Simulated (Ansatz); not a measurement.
# CoO: the cost of one run

Program: Ansatz 0.2.0. Level of theory: DFT PBE, scalar-relativistic, plane waves, PAW. These are calculated values, not measurements.

## 1. Starting point

Symmetry: Fm-3m, No. 225, cubic system. The conventional cell has a = 4.249 Å, b = 4.249 Å, c = 4.249 Å, α = 90.00°, β = 90.00°, γ = 90.00°. Co (site symmetry m-3m) has 6 O at 2.12 Å in its first shell of neighbours. O (site symmetry m-3m) is surrounded by 6 Co at 2.12 Å.

Coordinates:

```cif
data_structure
_symmetry_space_group_name_H-M 'P 1'
_symmetry_Int_Tables_number 1
_cell_length_a 3.0045
_cell_length_b 3.0045
_cell_length_c 3.0045
_cell_angle_alpha 60.000
_cell_angle_beta 60.000
_cell_angle_gamma 60.000
_cell_volume 19.18
loop_
_atom_site_label
_atom_site_type_symbol
_atom_site_fract_x
_atom_site_fract_y
_atom_site_fract_z
_atom_site_occupancy
Co1 Co 0.00000 0.00000 0.00000 1
O1 O 0.50000 0.50000 0.50000 1
```

An earlier run at PBE left this cell at 9.589 Å³/atom and 0.00 GPa (14×14×14 mesh).

## 2. Ferromagnetic, larger cell

Contents of input.yaml:

```yaml
crystal:
  lattice:
    - [-2.1245315473, -2.1245315473, 4.2490630946]
    - [-4.2490630946, -2.1245315473, 2.1245315473]
    - [-2.1245315473, -4.2490630946, 2.1245315473]
  atoms:
    - { symbol: Co, position: [0.0, 0.0, 0.0], spin: 3.0 }
    - { symbol: O, position: [1.25, -0.75, -0.75] }
    - { symbol: Co, position: [0.5, 0.5, 0.5], spin: 3.0 }
    - { symbol: O, position: [1.75, -0.25, -0.25] }
basis:
  ecutwfc: 420
  ecutrho_ratio: 4
kpoints:
  mp_grid: { grid: [10, 10, 10] }
hamiltonian:
  xc: pbe
scf:
  occupations: { method: gaussian, width: 0.05 }
  lower_state_search: "off"
output:
  forces: true
  stress: true
  eigenvalues: true
  populations: true
magnetization:
  spin_polarized: true
```

Command:

```bash
$ ansatz run input.yaml --threads 1 --pin off --max-ram 2560MiB --backend cpu --events-out ev --progress --plain --runs-dir out
```

Q: Estimate wall time and peak memory on 1 thread of Intel Xeon Platinum 8259CL at 2.50GHz (Skylake/Cascade Lake), shared host.

About 21 s, with a peak of 0.49 GiB.
